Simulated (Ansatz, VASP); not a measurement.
# One calculation of CaO, two programs

File POSCAR:

```
CaO
1.0
    0.0000000000      2.4035556960      2.4035556960
    2.4035556960      0.0000000000      2.4035556960
    2.4035556960      2.4035556960      0.0000000000
Ca O
1 1
Direct
    0.0000000000      0.0000000000      0.0000000000
    0.5000000000      0.5000000000      0.5000000000
```

The input INCAR.step1:

```
SYSTEM = CaO
PREC = Accurate
ENCUT = 520
EDIFF = 1E-5
ISMEAR = -1
SIGMA = 0.05
LREAL = .False.
LASPH = .True.
NELM = 80
ALGO = Normal
ISIF = 2
LWAVE = .True.
LCHARG = .False.
GGA = PE
```

INCAR.step2

```
SYSTEM = CaO
PREC = Accurate
ENCUT = 520
EDIFF = 1E-7
ISMEAR = -1
SIGMA = 0.05
LREAL = .False.
LASPH = .True.
NELM = 80
ALGO = Normal
ISIF = 2
LWAVE = .False.
LCHARG = .False.
GGA = PE
LHFCALC = .True.
HFSCREEN = 0.2
AEXX = 0.1
PRECFOCK = Fast
ISTART = 1
```

KPOINTS

```
Automatic mesh
0
Gamma
  5 5 5
  0 0 0
```

File input.yaml:

```yaml
crystal:
  lattice:
    - [0.0, 2.403555696, 2.403555696]
    - [2.403555696, 0.0, 2.403555696]
    - [2.403555696, 2.403555696, 0.0]
  atoms:
    - { symbol: Ca, position: [0.0, 0.0, 0.0] }
    - { symbol: O, position: [0.5, 0.5, 0.5] }
hamiltonian:
  xc: { exchange: pbe, correlation: pbe, exx: { coeff: 0.1, omega: 0.2 } }
  pseudopotentials: { kind: paw }
kpoints:
  mp_grid: { grid: [5, 5, 5] }
scf:
  occupations: { method: fermi_dirac, width: 0.05 }
output:
  forces: true
  stress: true
  eigenvalues: true
```

The cell is a database's computed one.

Alike in both runs: task single point; functional HSE(alpha, omega); k mesh 5 × 5 × 5; occupations fermi-dirac, width 0.05 eV; no spin polarisation.

```csv
,VASP,Ansatz
version,VASP 6.6.1,Ansatz 0.2.0
potentials or method,"VASP PAW PBE potentials, release 64 (Ca_sv, O)",Ansatz PAW
plane-wave cutoff (eV),520,420
valence electrons in the cell,16,16
```

Ansatz gave:

```
gap on the k mesh at the Fermi level (eV) : 4.50
least direct gap on the mesh (eV)         : 4.89
pressure (GPa)                            : 0.7
```

Q: Which values does VASP return?

A: gap on the k mesh at the Fermi level (eV): 4.48; least direct gap on the mesh (eV): 4.88; pressure (GPa): 1.4.

Caveats: the k mesh is coarse (spacing up to 0.45 Å⁻¹), so the values aren't converged, least of all with exact exchange; the PAW data sets were made with another functional, which shifts forces and pressure a little (VASP); an odd mesh through Γ misses points on the zone boundary, where band edges often lie (VASP); odd divisions of the mesh miss points on the zone boundary, where band edges often lie, so the gap on the mesh can be too wide (Ansatz); the pressure holds a Pulay correction of +0.4 GPa for the finite cutoff (Ansatz); the PAW data sets come from PBE, with cores solved anew for the run's functional, which leaves a small shift of forces and pressure (Ansatz); the thresholds are loose for stress (Ansatz).
